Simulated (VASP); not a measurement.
A run of VASP 6.6.1 is set up as follows.

File run.py:

```python
from ase.calculators.vasp import Vasp
from ase.dft.bandgap import bandgap
from ase.io import read

atoms = read('POSCAR')
calc = Vasp(
    directory='calc',
    xc='pbe',
    pp='PBE',
    setups={'base': 'minimal', 'W': '_sv'},
    pp_version='54',
    prec='Accurate',
    encut=520,
    ediff=1e-06,
    ismear=0,
    sigma=0.02,
    lreal=False,
    lasph=True,
    nelm=80,
    algo='Fast',
    isif=2,
    lwave=False,
    lcharg=False,
    kpts=[10, 10, 10],
    gamma=True,
    nbands=20,
)
atoms.calc = calc

print('energy (eV):', atoms.get_potential_energy())
print('free energy (eV):', atoms.get_potential_energy(force_consistent=True))
print('forces (eV/A):')
print(atoms.get_forces())
print('stress (eV/A^3, Voigt):', atoms.get_stress())
print('Fermi level (eV):', calc.get_fermi_level())
gap, top, bottom = bandgap(calc)
print('band gap (eV):', gap, 'from (spin, k, band)', top, 'to', bottom)
```

POSCAR

```
WS2
1.0
    1.5790000000      0.9116360751      6.1633333333
   -1.5790000000      0.9116360751      6.1633333333
    0.0000000000     -1.8232721501      6.1633333333
W S
1 2
Direct
    0.0000000000      0.0000000000      0.0000000000
    0.5810000000      0.5810000000      0.5810000000
    0.7503000000      0.7503000000      0.7503000000
```

Potentials or basis: VASP PAW PBE potentials, release 54 (W_sv, S).

Run with:

```bash
$ python run.py
```

Problem. What does it give for the largest force?

Solution. 0.611 eV/Å.

Problem. What does it give for the band gap on the k mesh?

Solution. 1.08 eV, indirect (least direct gap 2.24 eV).

Forces on the atoms (eV/Å):
```
W    0.000  0.000 -0.611
S    0.000  0.000  0.099
S    0.000  0.000  0.511
```

Caveat: spin-orbit coupling is left out, which moves the levels of the heavy elements. Expect the measured gap to be larger: semilocal functionals such as PBE lack the derivative discontinuity.
